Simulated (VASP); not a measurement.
# Be (P4/mmm) in VASP: notebook, part 2 of 2

VASP 6.6.1. Earlier steps stand in the parts before.

## Step 6: Relaxation of cell and atoms, AM05

Contents of INCAR:

```
ALGO = Normal
EDIFF = 1E-6
EDIFFG = -0.01
ENCUT = 600
GGA = AM
IBRION = 2
ISIF = 3
ISMEAR = -1
LASPH = True
LCHARG = False
LREAL = False
LWAVE = False
NELM = 60
NSW = 60
PREC = Accurate
SIGMA = 0.05
```

Contents of KPOINTS:

```
k-points
0
Gamma
  13 13 10
```

Contents of POSCAR:

```
Be
1.0
    2.0208100000      0.0000000000      0.0000000000
    0.0000000000      2.0208100000      0.0000000000
    0.0000000000      0.0000000000      2.6616400000
Be
1
Direct
    0.0000000000      0.0000000000      0.5000000000
```

Potentials or basis: VASP PAW PBE potentials, release 64 (Be).

On the command line:

```bash
$ cat potpaw_PBE.64/Be/POTCAR > POTCAR
$ mpirun -np 1 vasp_std > vasp.out
```

OUTCAR:

```text
EDIFF = 1E-6
   EDIFFG = -0.01
   ENCUT = 600
   GGA = AM
   IBRION = 2
   ISIF = 3
   ISMEAR = -1
   LASPH = True
   LREAL = False
   NELM = 60
   NSW = 60
   PREC = Accurate

 ion  position               nearest neighbor table
   1  0.000  0.000  0.500-

  LATTYP: Found a simple tetragonal cell.
 ALAT       =     2.0208100000
 C/A-ratio  =     1.3171154141

  Lattice vectors:

 A1 = (   2.0208100000,   0.0000000000,   0.0000000000)
 A2 = (   0.0000000000,   2.0208100000,   0.0000000000)
 A3 = (   0.0000000000,   0.0000000000,   2.6616400000)

Analysis of symmetry for initial positions (statically):
=====================================================================
 Subroutine PRICEL returns:
 Original cell was already a primitive cell.

[... 318 lines left out ...]

 E-fermi :   4.3795     XC(G=0):  -9.6059

 val. band max:        4.3625039742   @ k =   0.3846   0.3077   0.4000
 cond. band min:       4.4437713393   @ k =   0.3077   0.2308   0.5000
 fundamental gap:      0.0812673650
 Fermi energy:         4.3795233357

 k-point     1 :       0.0000    0.0000    0.0000
  band No.  band energies     occupation
      1      -4.9263      2.00000
      2      10.8888      0.00000
      3      17.3797      0.00000
      4      21.8735      0.00000
      5      21.8735      0.00000
[... 177 lines left out ...]
 k-point    24 :       0.3846    0.3077    0.0000
  band No.  band energies     occupation
      1       1.7767      2.00000
      2       7.9655      0.00000
      3      15.6667      0.00000
      4      18.0053      0.00000
      5      20.8127      0.00000

 [... further k-points ...]

------------------------ aborting loop because EDIFF is reached ----------------------------------------

  FORCE on cell =-STRESS in cart. coord.  units (eV):
  Direction    XX          YY          ZZ          XY          YZ          ZX
  --------------------------------------------------------------------------------------
  -------------------------------------------------------------------------------------
  Total        0.0006589      0.0006589     -0.0017861      0.0000000      0.0000000      0.0000000
  in kB        0.0993898      0.0993898     -0.2694261      0.0000000      0.0000000      0.0000000
  external PRESSURE =      -0.0235488 kB  Pullay stress =       0.0000000 kB
[... 16 lines left out ...]
  FREE ENERGIE OF THE ION-ELECTRON SYSTEM (eV)
  ---------------------------------------------------
  free  energy   TOTEN  =        -2.9616065722 eV

  energy  without entropy=       -2.9596656122  energy(sigma->0) =       -2.96063609

 reached required accuracy - stopping structural energy minimisation
```

OSZICAR:

```text
N       E                     dE             d eps       ncg     rms          rms(c)
DAV:   1    -0.116645885253E+01   -0.11665E+01   -0.90467E+02  1705   0.349E+02
DAV:   2    -0.303296809946E+01   -0.18665E+01   -0.17821E+01  2435   0.352E+01
DAV:   3    -0.304314213544E+01   -0.10174E-01   -0.10172E-01  1985   0.227E+00
DAV:   4    -0.304314781605E+01   -0.56806E-05   -0.56806E-05  2265   0.617E-02
[... 24 lines left out ...]
   4 F= -.29615909E+01 E0= -.29606334E+01  d E =-.476902E-03
       N       E                     dE             d eps       ncg     rms          rms(c)
DAV:   1    -0.296160943408E+01   -0.18747E-04   -0.20057E-04  2050   0.108E-01    0.802E-03
DAV:   2    -0.296160734918E+01    0.20849E-05   -0.21218E-06  1750   0.904E-03    0.449E-03
DAV:   3    -0.296160657218E+01    0.77700E-06   -0.18880E-06  1465   0.605E-03
   5 F= -.29616066E+01 E0= -.29606361E+01  d E =-.492600E-03
```

CONTCAR:

```text
Be
   1.00000000000000
     2.0239800205686911    0.0000000000000000   -0.0000000000000000
     0.0000000000000000    2.0239800205686911   -0.0000000000000000
    -0.0000000000000000   -0.0000000000000000    2.5927186425644337
  Be
     1
Direct
     0.0000000000000000    1.0000000000000000    0.5000000000000000

  0.00000000E+00  0.00000000E+00  0.00000000E+00
```

Run time: 6 s. Hardware: 1 thread of Intel Xeon 6975P-C (Granite Rapids), shared host; peak memory 0.12 GiB.

Results:

* Free energy: -2.9616 eV
* Relaxed volume: 10.62 Å³/atom
* Relaxed cell: a = 2.024 Å, b = 2.024 Å, c = 2.593 Å, α = 90.00°, β = 90.00°, γ = 90.00°
* Space group after relaxing (to 0.05 Å): P4/mmm (No. 123)
* Energy gained by relaxing: 2.8 meV/atom
* Ionic steps: 5
* Pressure after relaxing: 0.0 GPa
* Band gap on the k mesh: none (metal or under the smearing width)

The path:
```csv
step,energy change (eV),largest force (eV/Å),pressure (GPa),volume (Å³)
1,0.0000,0.0000,-0.40,10.87
2,-0.0018,0.0000,-0.71,10.83
3,-0.0024,0.0000,-0.99,10.79
4,-0.0028,0.0000,-0.17,10.65
5,-0.0028,0.0000,0.00,10.62
```

Final structure:
```yaml
crystal:
  lattice:
    - [2.02398, 0.00000, 0.00000]
    - [0.00000, 2.02398, 0.00000]
    - [0.00000, 0.00000, 2.59272]
  atoms:
    - { symbol: Be, position: [0.00000, 0.00000, 0.50000] }
```

Levels at points of the mesh, in eV from the Fermi level:
| k point | band 1 | band 2 | band 3 | band 4 | band 5 |
| --- | --- | --- | --- | --- | --- |
| (0.00, 0.00, 0.00) | -9.31 | 6.51 | 13.00 | 17.49 | 17.49 |
| (0.00, 0.00, 0.50) | -5.11 | -4.43 | 18.98 | 18.98 | 26.45 |

Caveat: the PAW data sets were made with another functional, which shifts forces and pressure a little.

## Step 7: For comparison

An earlier run on the cell as given: functional PBE; potentials or basis VASP PAW PBE potentials, release 64 (Be); cutoff 520 eV; k mesh 13 × 13 × 10; occupations fermi-dirac, width 0.05 eV; no spin polarisation.

- Pressure: 0.2 GPa
- Band gap on the k mesh: none (metal or under the smearing width)

## Step 8: The runs side by side

```csv
task,level,cell,cutoff (eV),gap on the mesh (eV),pressure (GPa),relaxed volume (Å³/atom)
relaxation of cell and atoms,PBEsol,relaxed,600,none,0.0,10.73
relaxation of cell and atoms,RPBE,relaxed,600,none,0.0,11.18
relaxation of cell and atoms,revPBE,relaxed,600,none,0.0,11.14
relaxation of cell and atoms,BLYP,relaxed,600,none,0.0,12.15
relaxation of cell and atoms,AM05,relaxed,600,none,0.0,10.62
single point,PBE,as given,520,none,0.2,-
```

Alike in all rows: potentials or basis VASP PAW PBE potentials, release 64 (Be); no spin polarisation; k mesh 13 × 13 × 10; smearing fermi-dirac 0.05 eV.

Caveats: the PAW data sets were made with another functional, which shifts forces and pressure a little (some runs).

Absolute energies hang on the potentials; compare differences alone.
